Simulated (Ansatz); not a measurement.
# Stack of 2H-WS2 under Ta2CF2 MXene, upper layer turned by 180° in a perpendicular field, part 2 of 4

Aim: how the stack of 2H-WS2 under Ta2CF2 MXene, upper layer turned by 180° screens a field along its normal, and what the field does to its bands. A positive field points along +c.

Ansatz 0.2.0; plane-wave DFT, PBE-D3(BJ), Ansatz PAW (the session's first sound run).

So far. Step 2 (Relaxation): The lattice constant a goes from 3.203 to 3.174 Å.

### Step 3. Single point, field 0

A sawtooth potential applies the field, turning back in the middle of the vacuum. With the dipole correction the typed value is the field outside the slab. The induced dipole is small, so the SCF threshold is tight.

The cell differs from the one that the last finished run ended in (c 52.611 → 28.829 Å).

File input.yaml:

```yaml
crystal:
  lattice:
    - [3.1735724313, 0.0, 0.0]
    - [-1.5867862157, 2.7483943463, 0.0]
    - [0.0, 0.0, 28.8294066138]
  atoms:
    - { symbol: S, position: [0.3333333333, 0.6666666667, 0.3121812433] }
    - { symbol: W, position: [0.0, 0.0, 0.3666634704] }
    - { symbol: S, position: [0.3333333333, 0.6666666667, 0.421015936] }
    - { symbol: F, position: [0.0, 0.0, 0.5144003906] }
    - { symbol: Ta, position: [0.6666666667, 0.3333333333, 0.5627567943] }
    - { symbol: C, position: [0.3333333333, 0.6666666667, 0.600841744] }
    - { symbol: Ta, position: [0.0, 0.0, 0.6388286526] }
    - { symbol: F, position: [0.6666666667, 0.3333333333, 0.6878187567] }
kpoints:
  mp_grid: { grid: [18, 18, 1] }
  band_path:
    path: [[0, 0, 0], [0.5, 0, 0], [0.33333333, 0.33333333, 0], [0, 0, 0]]
    npoints: 16
hamiltonian:
  xc: pbe
  dispersion: d3bj
scf:
  occupations: { method: fermi_dirac, width: 0.05 }
  convergence: { dr2_threshold: 1.0e-10 }
efield:
  axis: 3
  dipole_correction: true
  ramp_position: 0.97
  ramp_width: 0.06
  amplitude: 0
output:
  dos: { projected: true, e_range: [-6, 5] }
  bader: true
  write_potential: true
  write_density: true
  volumetric_format: npy
  elf: true
```

The run is started by

```
$ ansatz run input.yaml --threads 4 --pin off --max-ram 6144MiB --backend cpu --events-out ev --progress --plain --runs-dir out
```

Numbers of over 12 decimals in the logs are rounded to 6 here.

Log:

```text
[...]
Crystal: 8 atoms, lattice volume = 251.457 Å³
Basis set: ecut = 420 eV, 4933 PW (Γ)
Bands: 43, of which v1, the nominal top of the filled ones, is band 35 counted from 1 (34 counted from 0)
Symmetry: 6 space group operations
[...]
k-points: 37 of 324 (time reversal used)
[...]
SCF iter   1: F=—  HF=-33928.131594 eV  |F-HF|=—  |Δ(HF+E_count)|=         —  Δρ=4.75e-3  dr2=1.58e-1  ethr=1.77e-3  p=0.007 e·Å  D=5.37e-3 V/Å  ΔV_dip=-0.15 eV  dr2_dipole=2.71e-5  V_vac-E_F(+/−)=4.75/4.90 eV  ⟨swp⟩=9.7  Hψ=8328  notcnv=0  defer=7
efield: sawtooth ramp at fractional position 0.9700 (set: `efield.ramp_position`, or a place that a band, a saddle search or an elastic batch's reference lends), width 0.0600; the density the first Hamiltonian is built on has a dipole p = 0.007 e·Å; the dipole correction subtracts the counter field D = 5.37e-3 V/Å, which shifts the + side's vacuum level by -0.15 eV against the − side's; the planar-averaged density in the ramp window peaks in size at 2.3e-5 e/Å³
[...]
SCF iter   2: F=—  HF=-33928.164052 eV  |F-HF|=—  |Δ(HF+E_count)|=   3.25e-2  Δρ=5.46e-3  dr2=4.57e-1  ethr=2.26e-4  p=0.019 e·Å  D=1.37e-2 V/Å  ΔV_dip=-0.39 eV  dr2_dipole=8.40e-3  V_vac-E_F(+/−)=3.57/3.97 eV  ⟨swp⟩=4.9  Hψ=4496  notcnv=0  defer=46  recentre
[...]
SCF iter  14: F=-33928.097195 eV  HF=-33928.097195 eV  |F-HF|=1.60e-10  |Δ(HF+E_count)|=  6.55e-11  Δρ=5.57e-8  dr2=3.69e-11  ethr=1.00e-12  p=0.005 e·Å  D=3.65e-3 V/Å  ΔV_dip=-0.11 eV  dr2_dipole=7.40e-12  V_vac-E_F(+/−)=3.83/3.94 eV  ⟨swp⟩=9.2  Hψ=4361  notcnv=0
SCF 1 converged in 14 iterations: F = -33928.097195 eV  dr2 = 3.69e-11
[...]
NSCF: frozen V_eff on 49 k-points
efield: sawtooth ramp at fractional position 0.9700 (kept from the solve that this one continues, or follows in the run), width 0.0600; the density the first Hamiltonian is built on has a dipole p = 0.005 e·Å; the dipole correction subtracts the counter field D = 3.65e-3 V/Å, which shifts the + side's vacuum level by -0.11 eV against the − side's; the planar-averaged density in the ramp window peaks in size at 3.4e-6 e/Å³
[...]
SCF converged after 14 iterations
Free energy (F): -33928.097195 eV
[...]
Internal energy: -33928.087649 eV  (E = F + TS)
E sigma→0 (E₀):  -33928.092422 eV
Entropy (-TS):   -0.009546 eV (-1.193 meV/atom)
Fermi energy:    4.353803 eV
Dipole field:    D = 0.003649 V/Å  (p = 0.005071 e·Å, saw-weighted, corrected)
Work function:   Φ+ = 3.8329 eV   Φ− = 3.9381 eV
Levels:          The Fermi level and band energies are counted from a zero that moves with the ramp; work functions are not
[...]
--- Band table (eV; the first three rows and the last of 37) ---
  k-point 0: bands = [... 31 lower, 0.9663, 2.5294, 2.6082, 2.6082, 3.6815, 5.0248, 5.4821, 5.4821, ... 4 higher]
  k-point 1: bands = [... 31 lower, 1.1037, 2.4814, 2.5156, 2.6818, 3.6968, 5.1723, 5.4302, 5.4910, ... 4 higher]
  k-point 2: bands = [... 31 lower, 1.2226, 2.1976, 2.4132, 2.8966, 3.7435, 5.1321, 5.2812, 5.3522, ... 4 higher]
  k-point 36: bands = [... 31 lower, 0.1854, 2.5753, 3.1653, 3.6984, 3.7211, 4.4310, 5.8796, 6.3052, ... 4 higher]
--- Bader charges: 8 sites ---
  site symbol  charge [e]  shift [e]
     0      S     -0.6878     0.0025
     1      W      1.3765     0.0049
     2      S     -0.6818     0.0025
     3      F     -0.7791     0.0011
     4     Ta      1.7731     0.0014
     5      C     -2.0042     0.0006
     6     Ta      1.7723     0.0014
     7      F     -0.7689     0.0011
  estimated error of the sums over rays = 6.9e-4 e
```

Wall time 45 s (4 threads of Arm Neoverse V1, shared host); peak memory 0.86 GiB.

In the SCF lines HF is the Harris–Foulkes energy and dr2 the Hartree energy of the density residual, in eV; the loop may stop once dr2 is under the threshold and the program's other checks hold. Hψ counts applications of the Hamiltonian.

This step gave:

* energy at zero smearing: -33928.0924 eV
* work function, upper face: 3.833 eV
* work function, lower face: 3.938 eV
* dipole along the normal: 0.005071 e·Å
* step between the vacuum levels: -0.1052 eV

Running mean over a fixed 2.7 Å (it still follows the layers) of the planar mean; the ramp of the sawtooth is left out. Electron's electrostatic potential energy less the Fermi level against z:

```
z (Å)  electron's electrostatic potential energy less the Fermi level (eV)
  3.5                                                                 3.94
  4.0                                                                 3.94
  4.5                                                                 3.94
  5.0                                                                 3.94
  5.5                                                                 3.93
  6.0                                                                 3.90
  6.5                                                                 3.77
  7.0                                                                 3.10
  7.5                                                                 1.14
  8.0                                                                -1.34
  8.5                                                                -3.67
  9.0                                                                -6.97
  9.5                                                                -10.8
 10.0                                                                -12.5
 10.5                                                                -12.5
 11.0                                                                -12.6
 11.5                                                                -11.6
 12.0                                                                -8.13
 12.5                                                                -4.54
 13.0                                                                -2.45
 13.5                                                                -1.47
 14.0                                                                -1.31
 14.5                                                                -3.08
 15.0                                                                -6.90
 15.5                                                                -10.3
 16.0                                                                -12.4
 16.5                                                                -13.5
 17.0                                                                -15.0
 17.5                                                                -15.4
 18.0                                                                -13.8
 18.5                                                                -12.7
 19.0                                                                -11.0
 19.5                                                                -7.91
 20.0                                                                -3.84
 20.5                                                               -0.684
 21.0                                                                 1.39
 21.5                                                                 3.13
 22.0                                                                 3.75
 22.5                                                                 3.82
 23.0                                                                 3.83
 23.5                                                                 3.83
 24.0                                                                 3.83
 24.5                                                                 3.83
 25.0                                                                 3.83
 25.5                                                                 3.83
```

The density of states has structure finer than the step of the table below, so its rows give means over 0.25 eV, whole bins alone (the curve runs from -6 to 1 eV). Peaks (eV: height): -5.860: 8.36, -5.750: 8.87, -5.230: 18.2, -5.150: 15.1, -3.930: 7.42, -3.410: 4.67, 0.780: 12.0.

Table of density of states by energy, zero at the Fermi level; means over each step:

energy (eV), density of states (states/eV a cell) and a bar:
```
    -5.75        4.8 ###########
    -5.50        5.1 ############
    -5.25       11.7 ##############################
    -5.00        3.2 #######
    -4.75        1.6 ##
    -4.50        1.6 ##
    -4.25        1.7 ##
    -4.00        4.8 ###########
    -3.75        3.9 ########
    -3.50        2.9 ######
    -3.25        3.3 #######
    -3.00        2.2 ####
    -2.75        3.4 #######
    -2.50        3.7 ########
    -2.25        2.4 ####
    -2.00        1.5 ##
    -1.75        0.9 
    -1.50        1.8 ###
    -1.25        1.1 #
    -1.00        0.8 
    -0.75        1.1 #
    -0.50        1.4 #
    -0.25        1.1 #
     0.00        1.0 #
     0.25        2.0 ###
     0.50        3.9 ########
     0.75        5.8 ##############
```

Projected DOS per atom over height of the atomic layer and energy from the Fermi level. Layers: S W S F Ta C Ta F from below.

Ten even steps from '_' (0.00 states/eV) to '@' (2.88 states/eV), each cell a mean:
```
::@@::__--__--__
..++..__..__..__
__..____..__..__
________..__..__
________..__..__
________..__..__
________..__..__
________::__::__
________..__..__
__::____________
__==____..__..__
..**..__..__..__
......__..__..__
--..--__..__..__
--..--__________
++--++__________
..::..__________
..::..__________
..::..__________
++==++__--@@--__
......__::**::__
........::++::..
```
Columns: height of the atomic layer (Å) from 9 to 19.8 (not evenly spaced); rows upwards: energy from the Fermi level (eV) from -5.96 to 0.97.

The electronic bands at the labelled points (eV, zero at the Fermi level):

```
  point  band 32  band 33  band 34  band 35  band 36  band 37  band 38  band 39
      Γ    -3.39    -1.82    -1.75    -1.75    -0.67     0.67     1.13     1.13
halfway    -3.43    -3.12    -2.65    -0.41    -0.33     0.49     0.79     0.84
      M    -3.91    -3.03    -2.71     1.11     1.45     1.60     1.71     1.81
halfway    -3.94    -2.93    -2.21     0.14     0.79     0.91     1.79     1.84
      K    -4.17    -1.78    -1.19    -0.66    -0.63     0.08     1.53     1.95
halfway    -3.15    -2.65    -2.45    -1.73     0.24     0.82     1.03     1.18
      Γ    -3.39    -1.82    -1.75    -1.75    -0.67     0.67     1.13     1.13
```

Electrostatic potential energy in the ca plane at fractional y = 1.000, with atoms of W and F and Ta within 0.2 Å of it. With pseudopotentials it is smooth inside the atoms' cores, unlike the true potential.

Ten even steps from '0' (-57 eV) to '9' (8 eV), each cell a mean:
```
99999999999730004799999973258999862002689999
99999999999863236899999998788888875335799999
99999999988887788888999999988778888778899999
99999999987899999878999999987667889989999999
99999999988888888888999999987667888888999999
99999999999876567899999999988888887557899999
99999999999851015899999985478899863114789999
99999999999730003799999962248999851001689999
```
Columns run along c (16.0 Å, from fractional 0.19 to 0.75 of the cell; values clipped at the 3rd and 97th percentile), rows up along a (3.2 Å). Atoms in or near the plane, at fractional coordinates: W at (0.37, 0.00), F at (0.51, 0.00), Ta at (0.64, 0.00).

ELF in the ca plane at fractional y = 1.000, with atoms of W and F and Ta within 0.2 Å of it. It is the smooth field of the valence electrons, not physical close to the nuclei.

Ten even steps from '0' (0.00) to '9' (0.81), each cell a mean:
```
00012238658422100189898213326747720000000000
01245534774355420048984113433687311100000000
24788863223688862002321122465321124420000000
47999985435799985000001442477531246531000000
36899974334799984000101332476421145531000000
12567743443477641025752112453354112210000000
00123336886333210169996213434788510000000000
00002248328522100289688313327616830000000000
```
Columns run along c (16.0 Å, from fractional 0.26 to 0.82 of the cell), rows up along a (3.2 Å). Atoms in or near the plane, at fractional coordinates: W at (0.37, 0.00), F at (0.51, 0.00), Ta at (0.64, 0.00).

Valence density in the ca plane at fractional y = 1.000, with atoms of W and F and Ta within 0.2 Å of it. It is the smooth field of the valence electrons, not physical close to the nuclei.

Ten steps, logarithmic in the rise over the least value, from '0' (0 e/Å³) to '9' (12 e/Å³), each cell a mean:
```
00000000000000000001125788642110014797422223
00000000000000000011233566432211002454222233
00000000000000000112333333333321000122233333
00000000000000000123333222233331000001244433
00000000000000000123333222233321000011234333
00000000000000000012233454333221001233223333
00000000000000000001224677632110013676322223
00000000000000000001135778742100015898421224
```
Columns run along c (16.0 Å, from fractional 0.06 to 0.62 of the cell), rows up along a (3.2 Å). Atoms in or near the plane, at fractional coordinates: W at (0.37, 0.00), F at (0.51, 0.00).

The work function of the upper face is 3.83 eV.

### Step 4. Atoms held, field 0.1 V/Å

Edit input.yaml of step 3 so:

```diff
@@ -30,6 +30,4 @@
   ramp_width: 0.06
-  amplitude: 0
+  amplitude: 0.1
 output:
-  dos: { projected: true, e_range: [-6, 5] }
-  bader: true
   write_potential: true
@@ -37,2 +35 @@
   volumetric_format: npy
-  elf: true
```

Log:

```text
[...]
Crystal: 8 atoms, lattice volume = 251.457 Å³
Basis set: ecut = 420 eV, 4933 PW (Γ)
Bands: 43, of which v1, the nominal top of the filled ones, is band 35 counted from 1 (34 counted from 0)
Symmetry: 6 space group operations
[...]
k-points: 37 of 324 (time reversal used)
[...]
k-point 0: bands = [... 31 lower, 0.9186, 2.4787, 2.6039, 2.6039, 3.6788, 5.0353, 5.4340, 5.4340, ... 4 higher]
  k-point 1: bands = [... 31 lower, 1.0538, 2.4493, 2.4932, 2.6775, 3.6940, 5.1802, 5.3826, 5.4509, ... 4 higher]
  k-point 2: bands = [... 31 lower, 1.1713, 2.1935, 2.3636, 2.8923, 3.7405, 5.0944, 5.2600, 5.3179, ... 4 higher]
  k-point 36: bands = [... 31 lower, 0.1338, 2.5281, 3.1629, 3.6960, 3.7166, 4.3849, 5.8306, 6.3038, ... 4 higher]
[key lines of the parts left out:]
SCF converged after 20 iterations
Free energy (F): -33928.100479 eV
Fermi energy:    4.347356 eV
Dipole field:    D = 0.043712 V/Å  (p = 0.060743 e·Å, saw-weighted, corrected)
```

Wall time 29 s (4 threads); peak memory 0.84 GiB; 1.9 min of CPU time.

The dipole is 0.0607 e·Å, 0.0557 e·Å from its value without field.

### Step 5. Atoms held, field -0.1 V/Å

Edit input.yaml of step 4 so:

```diff
@@ -30,3 +30,3 @@
   ramp_width: 0.06
-  amplitude: 0.1
+  amplitude: -0.1
 output:
```

Log:

```text
[...]
Crystal: 8 atoms, lattice volume = 251.457 Å³
Basis set: ecut = 420 eV, 4933 PW (Γ)
Bands: 43, of which v1, the nominal top of the filled ones, is band 35 counted from 1 (34 counted from 0)
Symmetry: 6 space group operations
[...]
k-points: 37 of 324 (time reversal used)
[...]
k-point 0: bands = [... 31 lower, 1.0270, 2.5920, 2.5991, 2.5991, 3.6710, 5.0007, 5.5423, 5.5423, ... 4 higher]
  k-point 1: bands = [... 31 lower, 1.1659, 2.4791, 2.5712, 2.6726, 3.6865, 5.1497, 5.4869, 5.5182, ... 4 higher]
  k-point 2: bands = [... 31 lower, 1.2860, 2.1884, 2.4750, 2.8874, 3.7333, 5.1636, 5.2949, 5.4069, ... 4 higher]
  k-point 36: bands = [... 31 lower, 0.2493, 2.6357, 3.1546, 3.6875, 3.7125, 4.4904, 5.9394, 6.2939, ... 4 higher]
[key lines of the parts left out:]
SCF converged after 15 iterations
Free energy (F): -33928.099421 eV
Fermi energy:    4.346260 eV
Dipole field:    D = -0.035463 V/Å  (p = -0.049280 e·Å, saw-weighted, corrected)
```

It took 26 s on 4 threads; peak memory 0.83 GiB.

The dipole is -0.0493 e·Å, -0.0544 e·Å from its value without field.

### Step 6. Single point, field 0.2 V/Å

Edit input.yaml of step 5 so:

```diff
@@ -30,3 +30,3 @@
   ramp_width: 0.06
-  amplitude: -0.1
+  amplitude: 0.2
 output:
```

Log:

```text
[...]
Crystal: 8 atoms, lattice volume = 251.457 Å³
Basis set: ecut = 420 eV, 4933 PW (Γ)
Bands: 43, of which v1, the nominal top of the filled ones, is band 35 counted from 1 (34 counted from 0)
Symmetry: 6 space group operations
[...]
k-points: 37 of 324 (time reversal used)
[...]
k-point 0: bands = [... 31 lower, 0.8764, 2.4332, 2.5930, 2.5930, 3.6697, 5.0386, 5.3912, 5.3912, ... 4 higher]
  k-point 1: bands = [... 31 lower, 1.0092, 2.4068, 2.4797, 2.6666, 3.6848, 5.1798, 5.3392, 5.4154, ... 4 higher]
  k-point 2: bands = [... 31 lower, 1.1250, 2.1828, 2.3194, 2.8815, 3.7311, 5.0559, 5.2284, 5.2965, ... 4 higher]
  k-point 36: bands = [... 31 lower, 0.0874, 2.4863, 3.1542, 3.6871, 3.7056, 4.3443, 5.7861, 6.2960, ... 4 higher]
[key lines of the parts left out:]
SCF converged after 22 iterations
Free energy (F): -33928.109365 eV
Fermi energy:    4.334094 eV
Dipole field:    D = 0.084244 V/Å  (p = 0.117069 e·Å, saw-weighted, corrected)
```

The job ended after 30 s (4 threads; peak memory 0.83 GiB).

The dipole is 0.117 e·Å, 0.112 e·Å from its value without field.

### Step 7. Single point, field -0.2 V/Å

Edit input.yaml of step 6 so:

```diff
@@ -30,3 +30,3 @@
   ramp_width: 0.06
-  amplitude: 0.2
+  amplitude: -0.2
 output:
```

Log:

```text
[...]
Crystal: 8 atoms, lattice volume = 251.457 Å³
Basis set: ecut = 420 eV, 4933 PW (Γ)
Bands: 43, of which v1, the nominal top of the filled ones, is band 35 counted from 1 (34 counted from 0)
Symmetry: 6 space group operations
[...]
k-points: 37 of 324 (time reversal used)
[...]
k-point 0: bands = [... 31 lower, 1.1108, 2.5669, 2.5669, 2.6761, 3.6381, 4.9538, 5.6055, 5.6055, ... 4 higher]
  k-point 1: bands = [... 31 lower, 1.2503, 2.4483, 2.6404, 2.6539, 3.6537, 5.1028, 5.4852, 5.5671, ... 4 higher]
  k-point 2: bands = [... 31 lower, 1.3707, 2.1562, 2.5590, 2.8551, 3.7006, 5.1629, 5.3258, 5.4866, ... 4 higher]
  k-point 36: bands = [... 31 lower, 0.3349, 2.7193, 3.1216, 3.6536, 3.6814, 4.5736, 6.0168, 6.2606, ... 4 higher]
[key lines of the parts left out:]
SCF converged after 15 iterations
Free energy (F): -33928.106970 eV
Fermi energy:    4.314681 eV
Dipole field:    D = -0.072929 V/Å  (p = -0.101345 e·Å, saw-weighted, corrected)
```

Run time: 27 s. Hardware: 4 threads; peak memory 0.83 GiB; 1.7 min of CPU time.

The dipole is -0.101 e·Å, -0.106 e·Å from its value without field.

### Step 8. Single point, field 0.35 V/Å

Edit input.yaml of step 7 so:

```diff
@@ -30,4 +30,6 @@
   ramp_width: 0.06
-  amplitude: -0.2
+  amplitude: 0.35
 output:
+  dos: { projected: true, e_range: [-6, 5] }
+  bader: true
   write_potential: true
@@ -35 +37,2 @@
   volumetric_format: npy
+  elf: true
```

Log:

```text
[...]
Crystal: 8 atoms, lattice volume = 251.457 Å³
Basis set: ecut = 420 eV, 4933 PW (Γ)
Bands: 43, of which v1, the nominal top of the filled ones, is band 35 counted from 1 (34 counted from 0)
Symmetry: 6 space group operations
[...]
k-points: 37 of 324 (time reversal used)
[...]
--- Bader charges: 8 sites ---
  site symbol  charge [e]  shift [e]
     0      S     -0.7031     0.0025
     1      W      1.3749     0.0049
     2      S     -0.6793     0.0025
     3      F     -0.7800     0.0011
     4     Ta      1.7704     0.0014
     5      C     -2.0051     0.0006
     6     Ta      1.7836     0.0014
     7      F     -0.7614     0.0011
  estimated error of the sums over rays = 6.7e-4 e
[key lines of the parts left out:]
SCF converged after 17 iterations
Free energy (F): -33928.133307 eV
Fermi energy:    4.306533 eV
Dipole field:    D = 0.145567 V/Å  (p = 0.202286 e·Å, saw-weighted, corrected)
```

The job ended after 47 s (4 threads; peak memory 0.85 GiB; 3.1 min of CPU time).

The dipole is 0.202 e·Å, 0.197 e·Å from its value without field.

(Continued in part 3 of 4.)

[Logs are printed without paths, hosts, clocks, repeated set-up lines and the standing remarks that a program may print on its own settings, such as how far it seeks lower states.]

[Hosts, paths, dates, database ids (printed as entryN), source tags and the programs' standing remarks are cut or masked in the printed files.]

[Maps of the electrostatic potential energy from Ansatz leave out the sawtooth potential of an applied field or a dipole correction, so their vacuum need not be flat; planar profiles and work functions include it.]
